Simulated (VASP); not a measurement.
# Native point defects of GaCo, part 2 of 7

Wanted: a map of the native defects of GaCo, all in one supercell and at one level. The start is a cell from a database of measured crystal structures.

VASP 6.6.1, plane waves and PAW; the level of theory is named at each step.

So far. Step 2 (Relaxing the host crystal): The run ended after 3 ionic steps, 0.022 eV below its first step, once forces and stress met EDIFFG = -0.02.

## (3) The supercell without the defect

This step: PBEsol, spin-polarised from a ferromagnetic start; plane waves and PAW (Ga, Co) (VASP 6.6.1).

System of this step: GaCo. The cell holds 54 atoms: 27 Ga and 27 Co. Its edges and angles: a = 8.521 Å, b = 8.521 Å, c = 8.521 Å, α = 90.0°, β = 90.0°, γ = 90.0°. It derives from GaCo.

The same cell, mesh and cutoff without the defect give the energy to subtract and, in a gapped host, the band edges to count from, so that most errors cancel.

INCAR reads:

```
SYSTEM = GaCo
PREC = Normal
ENCUT = 300
EDIFF = 1E-05
NELM = 120
ISMEAR = 1
SIGMA = 0.2
LREAL = Auto
ALGO = Fast
GGA = PS
NBANDS = 232
ISPIN = 2
MAGMOM = 0 0 0 0 0 0 0 0 0 0 0 0 0 0 0 0 0 0 0 0 0 0 0 0 0 0 0 2 2 2 2 2 2 2 2 2 2 2 2 2 2 2 2 2 2 2 2 2 2 2 2 2 2 2
LASPH = .TRUE.
LMAXMIX = 4
LORBIT = 11
LWAVE = .FALSE.
LCHARG = .FALSE.
KPAR = 4
NCORE = 2
```

POSCAR reads:

```
GaCo
1.0
    8.5214324964      0.0000000000      0.0000000000
    0.0000000000      8.5214324964      0.0000000000
    0.0000000000      0.0000000000      8.5214324964
Ga Co
27 27
Direct
    0.1666666667      0.1666666667      0.1666666667
    0.1666666667      0.1666666667      0.5000000000
    0.1666666667      0.1666666667      0.8333333333
    0.1666666667      0.5000000000      0.1666666667
    0.1666666667      0.5000000000      0.5000000000
    0.1666666667      0.5000000000      0.8333333333
    0.1666666667      0.8333333333      0.1666666667
    0.1666666667      0.8333333333      0.5000000000
    0.1666666667      0.8333333333      0.8333333333
    0.5000000000      0.1666666667      0.1666666667
    0.5000000000      0.1666666667      0.5000000000
    0.5000000000      0.1666666667      0.8333333333
    0.5000000000      0.5000000000      0.1666666667
    0.5000000000      0.5000000000      0.5000000000
    0.5000000000      0.5000000000      0.8333333333
    0.5000000000      0.8333333333      0.1666666667
    0.5000000000      0.8333333333      0.5000000000
    0.5000000000      0.8333333333      0.8333333333
    0.8333333333      0.1666666667      0.1666666667
    0.8333333333      0.1666666667      0.5000000000
    0.8333333333      0.1666666667      0.8333333333
    0.8333333333      0.5000000000      0.1666666667
    0.8333333333      0.5000000000      0.5000000000
    0.8333333333      0.5000000000      0.8333333333
    0.8333333333      0.8333333333      0.1666666667
    0.8333333333      0.8333333333      0.5000000000
    0.8333333333      0.8333333333      0.8333333333
    0.0000000000      0.0000000000      0.0000000000
    0.0000000000      0.0000000000      0.3333333333
    0.0000000000      0.0000000000      0.6666666667
    0.0000000000      0.3333333333      0.0000000000
    0.0000000000      0.3333333333      0.3333333333
    0.0000000000      0.3333333333      0.6666666667
    0.0000000000      0.6666666667      0.0000000000
    0.0000000000      0.6666666667      0.3333333333
    0.0000000000      0.6666666667      0.6666666667
    0.3333333333      0.0000000000      0.0000000000
    0.3333333333      0.0000000000      0.3333333333
    0.3333333333      0.0000000000      0.6666666667
    0.3333333333      0.3333333333      0.0000000000
    0.3333333333      0.3333333333      0.3333333333
    0.3333333333      0.3333333333      0.6666666667
    0.3333333333      0.6666666667      0.0000000000
    0.3333333333      0.6666666667      0.3333333333
    0.3333333333      0.6666666667      0.6666666667
    0.6666666667      0.0000000000      0.0000000000
    0.6666666667      0.0000000000      0.3333333333
    0.6666666667      0.0000000000      0.6666666667
    0.6666666667      0.3333333333      0.0000000000
    0.6666666667      0.3333333333      0.3333333333
    0.6666666667      0.3333333333      0.6666666667
    0.6666666667      0.6666666667      0.0000000000
    0.6666666667      0.6666666667      0.3333333333
    0.6666666667      0.6666666667      0.6666666667
```

KPOINTS reads:

```
Automatic mesh
0
Monkhorst-Pack
3 3 3
0 0 0
```

PAW data sets: Ga and Co (PBE family, release 64).

Command:

```console
$ mpirun -np 8 vasp_std
```

The log of the run:

```text
[banner, memory and clock lines left out]
running    8 mpi-ranks, on    1 nodes
 distrk:  each k-point on    2 cores,    4 groups
 distr:  one band on    2 cores,    1 groups

 POSCAR found type information on POSCAR GaCo
 POSCAR found :  2 types and      54 ions
 [... a notice as in an earlier step ...]

 LDA part: xc-table for (Slater+PW92), standard interpolation
 POSCAR, INCAR and KPOINTS ok, starting setup
 FFT: planning ... GRIDC
 FFT: planning ... GRID_SOFT
 FFT: planning ... GRID
 WAVECAR not read
 entering main loop
       N       E                     dE             d eps       ncg     rms          rms(c)
DAV:   1     0.194230166803E+04    0.19423E+04   -0.88903E+04  3712   0.102E+03
DAV:   2    -0.133109064197E+03   -0.20754E+04   -0.19491E+04  3712   0.292E+02
DAV:   3    -0.333821376380E+03   -0.20071E+03   -0.17577E+03  3952   0.107E+02
DAV:   4    -0.343029527381E+03   -0.92082E+01   -0.89308E+01  4424   0.234E+01
DAV:   5    -0.343251863077E+03   -0.22234E+00   -0.22141E+00  4840   0.306E+00    0.612E+01
RMM:   6    -0.368803088853E+03   -0.25551E+02   -0.51268E+02  3883   0.730E+01    0.653E+01
RMM:   7    -0.317680515028E+03    0.51123E+02   -0.17873E+02  3717   0.473E+01    0.181E+01
RMM:   8    -0.318524687500E+03   -0.84417E+00   -0.27929E+00  3906   0.283E+00    0.726E+00
RMM:   9    -0.318809567642E+03   -0.28488E+00   -0.55816E-01  4005   0.176E+00    0.355E+00
RMM:  10    -0.318862105637E+03   -0.52538E-01   -0.11716E-01  4209   0.635E-01    0.135E+00
RMM:  11    -0.318870244937E+03   -0.81393E-02   -0.27627E-02  4502   0.286E-01    0.829E-01
RMM:  12    -0.318873270633E+03   -0.30257E-02   -0.64150E-03  4404   0.149E-01    0.216E-01
RMM:  13    -0.318873841691E+03   -0.57106E-03   -0.20406E-03  4429   0.118E-01    0.140E-01
RMM:  14    -0.318874278701E+03   -0.43701E-03   -0.83395E-04  4610   0.550E-02    0.130E-01
RMM:  15    -0.318874272875E+03    0.58264E-05   -0.19092E-04  4395   0.264E-02    0.134E-01
RMM:  16    -0.318874288910E+03   -0.16035E-04   -0.31125E-05  2672   0.126E-02    0.132E-01
RMM:  17    -0.318874582887E+03   -0.29398E-03   -0.27317E-04  4402   0.406E-02    0.111E-01
RMM:  18    -0.318874937248E+03   -0.35436E-03   -0.19993E-03  6255   0.106E-01    0.732E-02
RMM:  19    -0.318875047612E+03   -0.11036E-03   -0.31149E-04  4771   0.443E-02    0.458E-02
RMM:  20    -0.318875054877E+03   -0.72652E-05   -0.14585E-04  4203   0.274E-02    0.245E-02
RMM:  21    -0.318875084698E+03   -0.29820E-04   -0.96444E-05  3454   0.266E-02    0.125E-02
RMM:  22    -0.318875086314E+03   -0.16159E-05   -0.86463E-06  2241   0.585E-03
   1 F= -.31887509E+03 E0= -.31886845E+03  d E =-.199153E-01  mag=     0.0017
```

Run time: 78 s. Hardware: 8 MPI ranks of Intel Xeon 6975P-C (Granite Rapids), shared host; peak memory 2.9 GiB.

From OUTCAR (step 3):

```text
  LATTYP: Found a simple cubic cell.
 ALAT       =     8.5214324964

The static configuration has the point symmetry O_h .

 Found      4 irreducible k-points:

   k-points           NKPTS =      4   k-points in BZ     NKDIM =      4   number of bands    NBANDS=    232

   dimension x,y,z NGX =    36 NGY =   36 NGZ =   36
   dimension x,y,z NGXF=    72 NGYF=   72 NGZF=   72

   ENCUT  =  300.0 eV  22.05 Ry    4.70 a.u.  12.03 12.03 12.03*2*pi/ulx,y,z

   NELECT =     324.0000    total number of electrons

 E-fermi :   7.8667

 spin component 1
 k-point     1 :       0.0000    0.0000    0.0000
  band No.  band energies     occupation
    ...
    158       7.1148      1.00000
    159       7.1148      1.00000
    160       7.1148      1.00000
    161       7.1148      1.00000
    162       7.1148      1.00000
    163       8.2432     -0.01147
    164       8.2432     -0.01147
    165       8.2432     -0.01147
    166       8.2432     -0.01147
    167       8.2432     -0.01147
    ...

 k-point     2 :       0.3333    0.0000    0.0000
  band No.  band energies     occupation
    ...
    158       7.1160      1.00000
    159       7.8644      0.50958
    160       7.8644      0.50958
    161       7.8644      0.50958
    162       7.8644      0.50958
    163       7.8922      0.39290
    164       7.8922      0.39290
    165       7.8922      0.39289
    166       7.8922      0.39289
    167       7.9967      0.05872
    ...

 k-point     3 :       0.3333    0.3333    0.0000
  band No.  band energies     occupation
    ...
    157       7.3309      1.00050
    158       7.3309      1.00050
    159       7.4670      1.00804
    160       7.4670      1.00804
    161       7.6861      1.01193
    162       7.9928      0.06671
    163       7.9928      0.06671
    164       8.0015      0.04946
    165       8.0015      0.04946
    166       8.0372     -0.00228
    ...

 k-point     4 :       0.3333    0.3333    0.3333
  band No.  band energies     occupation
    ...
    161       7.6870      1.01111
    162       7.7812      0.82768
    163       7.7812      0.82768
    164       7.7812      0.82768
    165       8.0267      0.00999
    166       8.0267      0.00999
    167       8.0267      0.00999
    168       8.0709     -0.02718
    169       8.0709     -0.02718
    170       8.0709     -0.02718
    ...

  Total        1.5419362      1.5419362      1.5419362     -0.0000000      0.0000000      0.0000000
  in kB        3.9924469      3.9924469      3.9924469     -0.0000000      0.0000000      0.0000000
  external PRESSURE =       3.9924469 kB  Pullay stress =       0.0000000 kB

  energy-cutoff  :      300.00
  volume of cell :      618.78
      direct lattice vectors                 reciprocal lattice vectors
     8.521432496  0.000000000  0.000000000     0.117351161  0.000000000  0.000000000
     0.000000000  8.521432496  0.000000000     0.000000000  0.117351161  0.000000000
     0.000000000  0.000000000  8.521432496     0.000000000  0.000000000  0.117351161

 POSITION                                       TOTAL-FORCE (eV/Angst)
 -----------------------------------------------------------------------------------
      1.42024      1.42024      1.42024         0.000000      0.000000     -0.000000
      1.42024      1.42024      4.26072        -0.000000      0.000000     -0.000000
      1.42024      1.42024      7.10119        -0.000000     -0.000000      0.000000
      1.42024      4.26072      1.42024         0.000000     -0.000000      0.000000
      1.42024      4.26072      4.26072         0.000000     -0.000000      0.000000
      1.42024      4.26072      7.10119         0.000000     -0.000000     -0.000000
      1.42024      7.10119      1.42024         0.000000     -0.000000     -0.000000
      1.42024      7.10119      4.26072         0.000000     -0.000000     -0.000000
      1.42024      7.10119      7.10119        -0.000000      0.000000      0.000000
      4.26072      1.42024      1.42024        -0.000000     -0.000000     -0.000000
      4.26072      1.42024      4.26072        -0.000000     -0.000000      0.000000
      4.26072      1.42024      7.10119        -0.000000     -0.000000      0.000000
      4.26072      4.26072      1.42024        -0.000000     -0.000000      0.000000
      4.26072      4.26072      4.26072        -0.000000     -0.000000      0.000000
      4.26072      4.26072      7.10119        -0.000000     -0.000000     -0.000000
      4.26072      7.10119      1.42024        -0.000000     -0.000000     -0.000000
      4.26072      7.10119      4.26072        -0.000000      0.000000      0.000000
      4.26072      7.10119      7.10119        -0.000000      0.000000      0.000000
      7.10119      1.42024      1.42024        -0.000000     -0.000000     -0.000000
      7.10119      1.42024      4.26072        -0.000000     -0.000000     -0.000000
      7.10119      1.42024      7.10119        -0.000000     -0.000000     -0.000000
      7.10119      4.26072      1.42024        -0.000000     -0.000000      0.000000
      7.10119      4.26072      4.26072        -0.000000     -0.000000      0.000000
      7.10119      4.26072      7.10119        -0.000000     -0.000000      0.000000
      7.10119      7.10119      1.42024        -0.000000     -0.000000     -0.000000
      7.10119      7.10119      4.26072        -0.000000     -0.000000      0.000000
      7.10119      7.10119      7.10119        -0.000000      0.000000      0.000000
      0.00000      0.00000      0.00000        -0.000000     -0.000000      0.000000
      0.00000      0.00000      2.84048        -0.000000      0.000000     -0.000000
      0.00000      0.00000      5.68095        -0.000000     -0.000000      0.000000
      0.00000      2.84048      0.00000        -0.000000     -0.000000      0.000000
      0.00000      2.84048      2.84048        -0.000000     -0.000000     -0.000000
      0.00000      2.84048      5.68095        -0.000000      0.000000      0.000000
      0.00000      5.68095      0.00000        -0.000000     -0.000000     -0.000000
      0.00000      5.68095      2.84048        -0.000000     -0.000000     -0.000000
      0.00000      5.68095      5.68095        -0.000000      0.000000      0.000000
      2.84048      0.00000      0.00000        -0.000000      0.000000      0.000000
      2.84048      0.00000      2.84048        -0.000000      0.000000     -0.000000
[...]
-----------------------------------------------------------------------------------
    total drift:                                0.000000      0.000000      0.000000

  FREE ENERGIE OF THE ION-ELECTRON SYSTEM (eV)
  ---------------------------------------------------
  free  energy   TOTEN  =      -318.8750863138 eV

  energy  without entropy=     -318.8551709771  energy(sigma->0) =     -318.86844787

 total charge
# of ion       s       p       d       tot
------------------------------------------
    1        1.091   1.430   0.254   2.774
    2        1.091   1.430   0.254   2.774
    3        1.091   1.430   0.254   2.774
    4        1.091   1.430   0.254   2.774
    5        1.091   1.430   0.254   2.774
    6        1.091   1.430   0.254   2.774
    7        1.091   1.430   0.254   2.774
    8        1.091   1.430   0.254   2.774
    9        1.091   1.430   0.254   2.774
   10        1.091   1.430   0.254   2.774
   11        1.091   1.430   0.254   2.774
   12        1.091   1.430   0.254   2.774
   13        1.091   1.430   0.254   2.774
   14        1.091   1.430   0.254   2.774
   15        1.091   1.430   0.254   2.774
   16        1.091   1.430   0.254   2.774
   17        1.091   1.430   0.254   2.774
   18        1.091   1.430   0.254   2.774
   19        1.091   1.430   0.254   2.774
   20        1.091   1.430   0.254   2.774
   21        1.091   1.430   0.254   2.774
   22        1.091   1.430   0.254   2.774
   23        1.091   1.430   0.254   2.774
   24        1.091   1.430   0.254   2.774
   25        1.091   1.430   0.254   2.774
   26        1.091   1.430   0.254   2.774
   27        1.091   1.430   0.254   2.774
   28        0.399   0.480   7.526   8.406
   29        0.399   0.480   7.526   8.406
   30        0.399   0.480   7.526   8.406
   31        0.399   0.480   7.526   8.406
   32        0.399   0.480   7.526   8.406
   33        0.399   0.480   7.526   8.406
   34        0.399   0.480   7.526   8.406
   35        0.399   0.480   7.526   8.406
   36        0.399   0.480   7.526   8.406
   37        0.399   0.480   7.526   8.406
[...]
--------------------------------------------------
tot         40.234  51.565 210.063 301.862

 magnetization (x)
# of ion       s       p       d       tot
------------------------------------------
    1       -0.000   0.000   0.000   0.000
    2       -0.000   0.000   0.000   0.000
    3       -0.000   0.000   0.000   0.000
    4       -0.000   0.000   0.000   0.000
    5       -0.000   0.000   0.000   0.000
    6       -0.000   0.000   0.000   0.000
    7       -0.000   0.000   0.000   0.000
    8       -0.000   0.000   0.000   0.000
    9       -0.000   0.000   0.000   0.000
   10       -0.000   0.000   0.000   0.000
   11       -0.000   0.000   0.000   0.000
   12       -0.000   0.000   0.000   0.000
   13       -0.000   0.000   0.000   0.000
   14       -0.000   0.000   0.000   0.000
   15       -0.000   0.000   0.000   0.000
   16       -0.000   0.000   0.000   0.000
   17       -0.000   0.000   0.000   0.000
   18       -0.000   0.000   0.000   0.000
   19       -0.000   0.000   0.000   0.000
   20       -0.000   0.000   0.000   0.000
   21       -0.000   0.000   0.000   0.000
   22       -0.000   0.000   0.000   0.000
   23       -0.000   0.000   0.000   0.000
   24       -0.000   0.000   0.000   0.000
   25       -0.000   0.000   0.000   0.000
   26       -0.000   0.000   0.000   0.000
   27       -0.000   0.000   0.000   0.000
   28       -0.000   0.000  -0.000  -0.000
   29       -0.000   0.000  -0.000  -0.000
   30       -0.000   0.000  -0.000  -0.000
   31       -0.000   0.000  -0.000  -0.000
   32       -0.000   0.000  -0.000  -0.000
   33       -0.000   0.000  -0.000  -0.000
   34       -0.000   0.000  -0.000  -0.000
   35       -0.000   0.000  -0.000  -0.000
   36       -0.000   0.000  -0.000  -0.000
   37       -0.000   0.000  -0.000  -0.000
[...]
--------------------------------------------------
tot         -0.000   0.000  -0.000  -0.000

[... 1 part as in an earlier step ...]

[... 7 further parts left out ...]
```

The k-mesh is coarse for a metal.

This step gave:

```
electronic cycles                                 : 22
electrons                                         : 324
free energy (TOTEN)                               : -318.8751 eV
energy at zero smearing                           : -318.8684 eV
Fermi energy                                      : 7.867 eV
moment of the cell, from the last line of the log : 0 μB
```

The spin moment in the PAW sphere vanishes on all atoms.

The host is treated as a metal, as its relaxation found a gap under 0.3 eV or none, and only the neutral defect is run.

[end of part 2 of 7]

[Lines on the potential files, build, host, timing and source positions are cut from VASP's logs without a mark.]

[Logs are printed without paths, hosts, clocks, repeated set-up lines and the standing remarks that a program may print on its own settings, such as how far it seeks lower states.]

[Hosts, paths, dates, database ids (printed as entryN), source tags and the programs' standing remarks are cut or masked in the printed files.]

[In band tables of VASP the shares of atoms and orbitals are scaled to a sum of 1 inside the atoms' spheres.]

[Runs that stopped without an error message from VASP are left out.]
